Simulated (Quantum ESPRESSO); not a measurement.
A calculation with Quantum ESPRESSO 7.5 of Cu (native input, structure typed inline):

Contents of pw.in:

```
&CONTROL
  calculation = 'scf'
  prefix = 'pwscf'
  outdir = './tmp'
  pseudo_dir = './pseudo'
  tprnfor = .true.
  tstress = .true.
  disk_io = 'low'
/
&SYSTEM
  ibrav = 0
  celldm(1) = 8
  nat = 1
  ntyp = 1
  ecutwfc = 56
  ecutrho = 448
  nbnd = 16
  occupations = 'smearing'
  smearing = 'fd'
  degauss = 0.00367493
/
&ELECTRONS
  conv_thr = 2d-10
  electron_maxstep = 120
  mixing_beta = 0.5
/
ATOMIC_SPECIES
Cu    63.5460 cu_pbesol_v1.2.uspp.F.UPF
CELL_PARAMETERS alat
 -0.3408105286549   0.3408105286549   0.3250521332097
  0.3408105286549  -0.3408105286549   0.3250521332097
  0.3408105286549   0.3408105286549  -0.3250521332097
ATOMIC_POSITIONS crystal
Cu     0.0000000000    0.0000000000    0.0000000000
K_POINTS automatic
13 13 13 0 0 0
```

Contents of pp_density.in:

```
&INPUTPP
  prefix = 'pwscf'
  outdir = './tmp'
  filplot = 'density.dat'
  plot_num = 0
/
&PLOT
  nfile = 1
  filepp(1) = 'density.dat'
  iflag = 3
  output_format = 6
  fileout = 'density.cube'
/
```

The input pp_potential.in:

```
&INPUTPP
  prefix = 'pwscf'
  outdir = './tmp'
  filplot = 'potential.dat'
  plot_num = 11
/
&PLOT
  nfile = 1
  filepp(1) = 'potential.dat'
  iflag = 3
  output_format = 6
  fileout = 'potential.cube'
/
```

Potentials or basis: GBRV 1.5 PBEsol.

Launch:

```bash
$ OMP_NUM_THREADS=1 mpirun -n 2 pw.x -nk 2 -in pw.in > pw.out
$ OMP_NUM_THREADS=1 mpirun -n 1 pp.x -in pp_density.in > pp_density.out
$ OMP_NUM_THREADS=1 mpirun -n 1 pp.x -in pp_potential.in > pp_potential.out
```

This isn't the form of Cu at room conditions, which is fcc.

Problem. Write the same calculation in another form: ASE script, structure from a P1 CIF.

Solution. As run:

Contents of run.py:

```python
import numpy as np
from ase.calculators.espresso import Espresso, EspressoProfile
from ase.io import read

atoms = read('Cu.cif')

input_data = {
    'control': {'calculation': 'scf', 'prefix': 'pwscf', 'outdir': './tmp', 'tprnfor': True, 'tstress': True, 'disk_io': 'nowf'},
    'system': {'ecutwfc': 56.0, 'ecutrho': 448.0, 'nbnd': 16, 'occupations': 'smearing', 'smearing': 'fd', 'degauss': 0.00367493},
    'electrons': {'conv_thr': 2e-10, 'electron_maxstep': 120, 'mixing_beta': 0.5},
}
pseudopotentials = {'Cu': 'cu_pbesol_v1.2.uspp.F.UPF'}
profile = EspressoProfile(command='mpirun -n 2 pw.x -nk 2', pseudo_dir='pseudo')
dft = Espresso(profile=profile, input_data=input_data, pseudopotentials=pseudopotentials, kpts=(13, 13, 13), koffset=(0, 0, 0))
atoms.calc = dft

print(f'energy {atoms.get_potential_energy():.8f} eV')
print('forces (eV/A)')
print(np.round(atoms.get_forces(), 6))
print('stress (eV/A^3, Voigt)')
print(np.round(atoms.get_stress(), 8))
print(f'Fermi level {dft.get_fermi_level():.4f} eV')
```

Contents of Cu.cif:

```cif
data_Cu
_cell_length_a 2.46107807
_cell_length_b 2.46107807
_cell_length_c 2.46107807
_cell_angle_alpha 108.21809554
_cell_angle_beta 108.21809554
_cell_angle_gamma 112.00763489
_space_group_name_H-M_alt 'P1'
_space_group_name_Hall 'P 1'
_space_group_IT_number 1
loop_
_space_group_symop_operation_xyz
'x,y,z'
loop_
_atom_site_label
_atom_site_type_symbol
_atom_site_symmetry_multiplicity
_atom_site_Wyckoff_symbol
_atom_site_fract_x
_atom_site_fract_y
_atom_site_fract_z
_atom_site_occupancy
Cu1 Cu 1 a 0.0000000000 0.0000000000 0.0000000000 1
```

Potentials or basis: GBRV 1.5 PBEsol.

Command:

```bash
$ OMP_NUM_THREADS=1 python run.py
```

Both were run:

|  | native input, structure typed inline | ASE script, structure from a P1 CIF |
| --- | --- | --- |
| Pressure | -1.3 GPa | -1.3 GPa |
| Band gap on the k mesh | none (metal or under the smearing width) | none (metal or under the smearing width) |

Keys that steer only the numerical path or the files written may differ.
